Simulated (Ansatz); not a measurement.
Here is an Ansatz 0.2.0 calculation.

The input input.yaml:

```yaml
crystal:
  lattice:
    - [0.0, 3.01, 3.01]
    - [3.01, 0.0, 3.01]
    - [3.01, 3.01, 0.0]
  atoms:
    - { symbol: Sn, position: [0.0, 0.0, 0.0] }
    - { symbol: Se, position: [0.5, 0.5, 0.5] }
hamiltonian:
  xc: revpbe
  pseudopotentials: { kind: paw }
kpoints:
  mp_grid: { grid: [8, 8, 8] }
scf:
  occupations: { method: fermi_dirac, width: 0.05 }
output:
  forces: true
  stress: true
relax:
  f_tol: 0.01
  max_steps: 40
  cell: { stress_tol: 0.05 }
```

Potentials or basis: Ansatz PAW.

Run with:

```sh
$ ansatz run input.yaml --threads 2 --pin off --max-ram 5632MiB --backend cpu --events-out ev --progress --plain --runs-dir out
```

(1) Predict the space group after relaxing (to 0.05 Å).

(2) Predict the relaxed volume.

(3) Predict the relaxed cell.

Results:

(1) Fm-3m (No. 225).

(2) 28.46 Å³/atom.

(3) a = 4.318 Å, b = 4.318 Å, c = 4.318 Å, α = 60.00°, β = 60.00°, γ = 60.00°.

Caveat: the PAW data sets come from PBE, with cores solved anew for the run's functional, which leaves a small shift of forces and pressure.
